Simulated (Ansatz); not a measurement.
# EuO (Fm-3m): equation of state

One table from this session's results is given with a row withheld; the runs are named, their logs left out.

Method: DFT r²SCAN, scalar-relativistic, plane waves, PAW, in Ansatz 0.2.0.

**The structure to begin with**

It takes space group Fm-3m (No. 225, cubic). Conventional cell: a = 5.048 Å, b = 5.048 Å, c = 5.048 Å, α = 90.00°, β = 90.00°, γ = 90.00°. Eu (site symmetry m-3m) is surrounded by 6 O at 2.52 Å. Around O (site symmetry m-3m) lie 6 Eu at 2.52 Å.

As a file:

```xyz
2
Lattice="0.0000 2.5238 2.5238 2.5238 0.0000 2.5238 2.5238 2.5238 0.0000" Properties=species:S:1:pos:R:3 pbc="T T T"
Eu    0.0000    0.0000    0.0000
O     2.5238    2.5238    2.5238
```

This cell comes from an earlier session at r²SCAN: 16.076 Å³/atom at 0.00 GPa, on a 12×12×12 mesh.

Volume factors to run: 0.980, 1.020, 0.960, 1.040.

The first run:

input.yaml reads:

```yaml
crystal:
  lattice:
    - [0.0, 2.5068922267, 2.5068922267]
    - [2.5068922267, 0.0, 2.5068922267]
    - [2.5068922267, 2.5068922267, 0.0]
  atoms:
    - { symbol: Eu, position: [0.0, 0.0, 0.0], spin: 7.32 }
    - { symbol: O, position: [0.5, 0.5, 0.5] }
basis:
  ecutwfc: 500
  ecutrho_ratio: 4
kpoints:
  mp_grid: { grid: [12, 12, 12] }
hamiltonian:
  xc: r2scan
scf:
  occupations: { method: gaussian, width: 0.05 }
output:
  forces: true
  stress: true
  eigenvalues: true
  populations: true
magnetization:
  spin_polarized: true
```

Launch:

```
> ansatz run input.yaml --threads 4 --pin off --max-ram 10240MiB --backend cpu --events-out ev --progress --plain --runs-dir out
```

Among the steps run: Scaling the volume by 0.980; Scaling the volume by 1.020; Scaling the volume by 0.960; Scaling the volume by 1.040.

One table of the session follows, with a row left open; its other results are not shown here.

It belongs to the step «Energy and pressure against volume». 

| volume (Å³/atom) | energy (meV/atom) | pressure (GPa) | moment of atom 1 (μB) |
| --- | --- | --- | --- |
| 15.433 | 8.89 | 4.67 | 6.62 |
| 15.755 | 2.12 | 2.16 | 6.63 |
| 16.076 | 0.00 | 0.00 | 6.65 |
| 16.398 | ? | ? | ? |
| 16.719 | 7.67 | -3.73 | 6.68 |

**Question.** Estimate the row for volume (Å³/atom) = 16.398.

Worked estimate for «energy (meV/atom)». A straight line through the neighbours (16.076, 0.00) and (16.719, 7.67) gives 0.00 + (7.67 − 0.00) × (16.398 − 16.076) / (16.719 − 16.076) = 3.84; a parabola fitted to 3 rows on both sides gives 1.85.

The run gave: energy (meV/atom): 1.94; pressure (GPa): -1.96; moment of atom 1 (μB): 6.67. In «energy (meV/atom)» the line misses by +1.90 and the parabola by -0.09.

Limits of these values: No U or exact exchange acts on the open f shell of Eu, so the metal found here may be the functional's error. Warnings in the runs' records: stability check not made, given moment on shells.
